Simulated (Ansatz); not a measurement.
MoP under changes of volume

One of the cells (14.353 Å³/atom); the others are scaled copies at fixed shape and fractional positions:

```xyz
2
Lattice="3.2230 0.0000 0.0000 -1.6115 2.7912 0.0000 0.0000 0.0000 3.1910" Properties=species:S:1:pos:R:3 pbc="T T T"
Mo    0.0000    0.0000    0.0000
P     0.0000    1.8608    1.5955
```

| Property | Result |
| --- | --- |
| Program | Ansatz 0.2.0 |
| Functional | rPW86-PBE |
| Potentials or basis | Ansatz PAW |
| Cutoff | 420 eV (not typed: the program's choice for these potentials) |
| k mesh | 10 × 10 × 8 |
| Occupations | fermi-dirac, width 0.05 eV |
| Spin | no spin polarisation |

```csv
volume (Å³/atom),energy over the lowest point (meV/atom),pressure (GPa)
13.492,?,?
13.779,82.18,22.0
14.066,47.99,16.3
14.353,23.60,11.1
14.640,8.05,6.4
14.927,0.44,2.2
15.214,0.00,-1.6
```

Q: What does the run at 13.492 Å³/atom give?

A: Energy over the lowest point 127.28 meV/atom; pressure 28.5 GPa.

Worked out: A Birch-Murnaghan fit of order 3 (a polynomial in V^(-2/3)) to the other rows has its minimum at 15.09 Å³/atom with B0 = V·E''(V) = 198 GPa and B' = 4.5 at fixed shape and positions, which overstates the stiffness. It gives 127.28 meV/atom at 13.492 Å³/atom, against the run's 127.28, and -dE/dV = 28.4 GPa, against 28.5.

Energies are extrapolated to zero smearing.

Caveats: the PAW data sets come from PBE, with cores solved anew for the run's functional, which leaves a small shift of forces and pressure.
